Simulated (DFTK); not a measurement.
## TiAl under changes of volume

One of the cells (16.065 Å³/atom); the others are scaled copies at fixed shape and fractional positions:

```
Ti Al
1.0
     3.17906    0.00000    0.00000
     0.00000    3.17906    0.00000
     0.00000    0.00000    3.17906
Ti Al
1 1
Cartesian
  0.0000 0.0000 0.0000
  1.5895 1.5895 1.5895
```

The cell comes from a database or a generator and needn't be the stable form of this composition.

```yaml
Program: DFTK 0.8.2
Functional: PBE
Potentials_or_basis: dojo.nc.sr.pbe.v0_4_1.standard.upf (PBE)
Cutoff: 1143 eV
k_mesh: 8 × 8 × 8
Occupations: fermi-dirac, width 0.05 eV
Spin: no spin polarisation
```

```csv
volume (Å³/atom),energy over the lowest point (meV/atom),pressure (GPa)
15.101,27.07,8.8
15.422,12.62,5.8
15.743,3.77,3.2
16.065,0.00,0.8
16.386,0.83,-1.4
16.707,5.81,-3.4
17.028,?,?
```

Task: What does the run at 17.028 Å³/atom give?

Result: Energy over the lowest point 14.58 meV/atom; pressure -5.2 GPa.

Worked out: A Birch-Murnaghan fit of order 3 (a polynomial in V^(-2/3)) to the other rows has its minimum at 16.16 Å³/atom with B0 = V·E''(V) = 112 GPa and B' = 4.0. It gives 14.55 meV/atom at 17.028 Å³/atom, against the run's 14.58, and -dE/dV = -5.2 GPa, against -5.2.

Energies are extrapolated to zero smearing.
